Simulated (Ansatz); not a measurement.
# W3C: the cost of one run

Method: DFT PBE, scalar-relativistic, plane waves, PAW, in Ansatz 0.2.0.

4 further runs of the same task are left out: 1 that didn't finish, 3 set aside as unsound or not needed.

## 1. The structure to begin with

It takes space group Fm-3m (No. 225, cubic). Conventional cell: a = 4.037 Å, b = 4.037 Å, c = 4.037 Å, α = 90.00°, β = 90.00°, γ = 90.00°. Around W (site symmetry m-3m) lie 12 W at 2.85 Å.

Coordinates:

```
W
1.0
     0.00000    2.01859    2.01859
     2.01859    0.00000    2.01859
     2.01859    2.01859    0.00000
W
1
Direct
  0.00000 0.00000 0.00000
```

This cell was relaxed beforehand with the same method: volume 16.45 Å³/atom, gap on the mesh none (metal).

## 4. Plan of the scan

Atoms count from 1 in the order of the input.

C is moved over the surface cell; relaxed at each place: the height of the adsorbate's atoms; substrate rigid; the origin of the map has the adsorbate above W3.

First coordinate, position of C4 along the first surface vector, from above W3: 6 values from 0.000 to 0.833, periodic. Second coordinate, position of C4 along the second surface vector, from above W3: 6 values from 0.000 to 0.833, periodic.

Relaxed at each point: the height of the adsorbate's atoms; substrate rigid. Points are written as (first, second).

The two vectors of the plane (Å): (2.855, 0.000, 0.000); (-1.427, 2.472, 0.000).

(The set-up runs are not shown.)

## 5. Point (0/6, 0/6) of the map's two axes

input.yaml

```yaml
crystal:
  lattice:
    - [2.8547213223, 0.0, 0.0]
    - [-1.4273606611, 2.4722611858, 0.0]
    - [0.0, 0.0, 20.1973423164]
  atoms:
    - { symbol: W, position: [0.6666666667, 0.3333333333, 0.1980458586] }
    - { symbol: W, position: [0.3333333333, 0.6666666667, 0.314338534] }
    - { symbol: W, position: [0.0, 0.0, 0.4306181566] }
    - { symbol: C, position: [0.0, 0.0, 0.5484554424] }
basis:
  ecutwfc: 420
kpoints:
  mp_grid: { grid: [9, 9, 1] }
hamiltonian:
  xc: pbe
  pseudopotentials: { kind: paw, azcp: { folder: soft_1 } }
scf:
  occupations: { method: gaussian, width: 0.1 }
output:
  forces: true
  eigenvalues: true
relax:
  adjacent_minimum: "off"
  f_tol: 0.025
  max_steps: 16
  constraints: [{ sites: [0, 1, 2] }, { sites: [3], fix: xy }]
efield:
  axis: 3
  dipole_correction: true
  ramp_width: 0.04
```

Started as:

```
> ansatz run input.yaml --threads 1 --pin off --max-ram 3072MiB --backend cpu --events-out ev --progress --plain --runs-dir out
```

Q: Estimate wall time and peak memory on 1 thread of AMD EPYC 9R45 (Zen 5), shared host.

About 9.1 s, with a peak of 0.39 GiB.
